**Question**

A crystal of face-centred cubic platinum is computed at seven volumes, with its shape unchanged. The energy per atom is counted from the minimum of a curve through the whole scan. A positive pressure means that the crystal pushes outwards on its surroundings. From the five results shown, predict the energy and the pressure in the last two rows. Attach an error bar to each value, and justify the physics that carries you beyond the known rows.

DFTK 0.8.2, plane-wave DFT with the PBE functional and spms-pbe-1.0 pseudopotentials, for fcc Pt without spin polarisation or spin–orbit coupling. The plane-wave cutoff is 816 eV, the k mesh 10×10×10 and the Fermi–Dirac smearing 0.05 eV. Energies are counted from the minimum of the curve fitted to all seven volumes.

| volume (Å³/atom) | energy (meV/atom) | pressure (GPa) |
| --- | --- | --- |
| 14.18 | 129.59 | 31.69 |
| 14.48 | 77.79 | 23.48 |
| 14.78 | 40.54 | 16.22 |
| 15.08 | 16.14 | 9.80 |
| 15.38 | 3.12 | 4.12 |
| 15.68 | ? | ? |
| 15.98 | ? | ? |

**Model answer**

Two limits fix the shape of the energy curve. When the atoms are pressed close together, their electrons are squeezed into less room. The Pauli principle then forces electrons into states of higher kinetic energy, and the energy climbs steeply. When the atoms are pulled far apart, the bonds fade and the force between the atoms must vanish. The curve is therefore steep on the compressed side, passes through a minimum, and bends over towards a plateau on the stretched side.

Near the minimum the same contrast appears as softening. The repulsion fades faster with distance than the bonding does, so each further expansion changes the force by less. This division into repulsion and bonding is standard theory; the table contains only their sum. The softening itself can be read from the table: the first volume step lowers the pressure by $31.69-23.48=8.21$ GPa, the last visible one by only $9.80-4.12=5.68$ GPa.

The energies alone show where this leads. Each energy drop divided by its volume step is the mean push during that step. It is 13.0 GPa in the third step and 6.9 GPa in the fourth, a fall of about 6 GPa. Slightly smaller falls bring the mean push close to zero in the next step and below zero in the one after. The crystal should thus pass its minimum and begin to pull inwards.

For numbers, the energy $E$ is expanded in a strain $g$ that vanishes at the minimum volume $V_0$:

$$E=a\,g^2+b\,g^3,\qquad g=\left(\frac{V_0}{V}\right)^{2/3}-1,\qquad P=-\frac{dE}{dV}.$$

This is the third-order Birch–Murnaghan form, where $V$ is the volume per atom and $P$ the pressure. The squared term supplies the stiffness and already contains some softening, because $g$ changes more slowly as $V$ grows. The cubic term adjusts the amount: with positive $b$ it makes squeezing dearer and stretching cheaper.

Fitted to the five visible energies, the curve has its minimum at 15.63 Å³. The bulk modulus there, the resistance to a uniform change of volume, is 250 GPa, and it changes by about 5.4 GPa for each GPa of pressure.

The pressure in the last row, which was not part of the fit, can now be estimated by hand. The stretch from the minimum is $15.98-15.63=0.35$ Å³, at a mean volume of 15.8 Å³. With an unchanged modulus the pressure would be $-250\times0.35/15.8\approx-5.5$ GPa. Halfway there, at about $-2.8$ GPa, the modulus has dropped to $250-5.4\times2.8\approx235$ GPa, so that

$$P\approx-235\ \mathrm{GPa}\times\frac{0.35}{15.8}\approx-5.2\ \mathrm{GPa}.$$

The full curve, evaluated with less rounded volumes, gives $-5.3$ GPa. The forecasts are:

- At 15.68 Å³, just beyond the minimum: energy about 0.2 ± 0.1 meV, pressure about −0.9 ± 0.2 GPa.
- At 15.98 Å³, clearly stretched: energy about 6 ± 0.4 meV, pressure about −5.3 ± 0.2 GPa.

The bars are judged allowances, not statistical limits. They correspond roughly to misplacing the minimum by 0.01 Å³, which alone would shift the pressure by 0.16 GPa.

The forecast is not wholly blind. Its energy zero comes from a curve that includes the two hidden rows. The constants of that curve were also known beforehand, though they did not enter the forecast.

The withheld rows as computed:

| volume (Å³/atom) | energy (meV/atom) | pressure (GPa) |
| --- | --- | --- |
| 15.68 | 0.16 | -0.89 |
| 15.98 | 6.07 | -5.32 |

**Remarks on the reasoning**

All four forecasts fall inside their bars. At 15.68 Å³ the energy agrees to the printed digits. At 15.98 Å³ the curve gives 6.10 meV against the computed 6.07 meV, too high by about 0.5 % of the computed value. The bars were far too cautious, because the visible energies locate the minimum more sharply than the allowance assumed.

The pressures are a second test, though a related one, since pressure is by definition the downward slope of the energy. They were not read off the fitted curve. With unrounded volumes and constants, all seven lie below the pressure given by the whole-scan curve, by up to about 0.02 GPa, which is more than rounding can explain. The rounded values in the printed analysis hide most of this gap. Stresses computed directly in each cell would be expected to behave like this, because a limited set of plane waves shifts them slightly. A forecast built from energies alone thus also meets the computed pressures, to within 0.02 GPa.

The success does not hang on the borrowed energy zero. When the same strain form is fitted with its zero left free, it uses only energy differences among the five compressed cells. Placed on the table's energy scale, its forecast for the last row is still 6.09 meV. The way the energy curve bends under compression is enough to locate the minimum and the first part of the stretched side.

An answer that draws a parabola in volume goes wrong in an instructive way. Fitted to the same five energies, it predicts 12.3 meV for the last row, about twice the computed value. A parabola has one fixed curvature, so it carries the stiffness of the squeezed metal over to the stretched metal. It also puts the minimum at too small a volume, which makes the last cell look more stretched than it is.

The softening matters even close to the minimum. In the fitted curve, squeezing the crystal by the same volume as the last row is stretched would cost 6.7 meV, about a tenth more than the stretch. Over the whole scan the effect is much larger: the mean modulus falls from 390 GPa in the first volume step to 233 GPa in the last. A computed modulus is therefore useful only together with the volume at which it was taken.

This has a practical side for anyone who builds a model of platinum. The cell at 15.08 Å³ is under 9.8 GPa of compression in this calculation, and its nearest contacts are 1.2 % shorter than at the computed minimum. A film or surface model built with that spacing starts out strained. The pressure belongs to the model, not to real platinum: the PBE functional is known to make this metal somewhat too large, and the calculation leaves out spin–orbit coupling and the motion of the atoms. The printed analysis below gives the fits and the forecasts row by row.

Numerical output:

```
fit of energy on 5 rows: coefficient of ((s/v)**(2/3)-1)**2 27475 +/- 4.9, coefficient of ((s/v)**(2/3)-1)**3 18605 +/- 80, s 15.63; rms 0.00273, worst 15.38 -0.00394, leave-one-out rms 0.00965
  rows outside the fit (model, value, miss): 15.68 0.1563, 0.16, -0.00373; 15.98 6.099, 6.07, 0.029
fit of energy on 5 rows: coefficient of (v-s)**2 67.39 +/- 0.45, s 15.56; rms 0.81, worst 14.48 1.03, leave-one-out rms 2.06
  rows outside the fit (model, value, miss): 15.68 1.051, 0.16, 0.891; 15.98 12.26, 6.07, 6.19
fit of energy on 5 rows: constant 16.14 +/- 0.0033, coefficient of u 1386 +/- 0.18, coefficient of u**2 30214 +/- 17, coefficient of u**3 20172 +/- 383; rms 0.00171, worst 14.78 -0.00273, leave-one-out rms 0.0212
  rows outside the fit (model, value, miss): 15.68 0.1564, 0.16, -0.0036; 15.98 6.09, 6.07, 0.0197
Forecasts and steps (bars apply to withheld rows; step values are from the row before):
    row  E forecast meV  E bar meV  P forecast GPa  P bar GPa  P computed GPa  P miss GPa  step mean P from energies GPa  step modulus GPa
  14.18           129.6          0            31.7          0           31.69     0.01354                            n/a               n/a
  14.48           77.79          0           23.49          0           23.48     0.01488                          27.52               390
  14.78           40.54          0           16.24          0           16.22     0.01658                          19.79             352.1
  15.08           16.14          0           9.816          0             9.8      0.0163                          12.96             317.8
  15.38           3.116          0           4.136          0            4.12     0.01622                          6.917             286.8
  15.68          0.1563        0.1          -0.889        0.2           -0.89    0.001038                          1.572               258
  15.98           6.099        0.4          -5.334        0.2           -5.32    -0.01386                          -3.14             232.6
Minimum volume from the five visible energies (angstrom^3/atom): 15.63
Bulk modulus at that minimum (GPa): 250.4
Slope of the modulus with pressure (no unit): 5.354
Contact length at that minimum above that of the given cell (%): 1.195
Pressure change if the minimum moves by 0.01 angstrom^3 (GPa): 0.1602
Model energy for squeezing by the same volume as the last row is stretched (meV/atom): 6.72
Largest gap between visible pressures and the slope of the full-scan fit (GPa): 0.007854
```
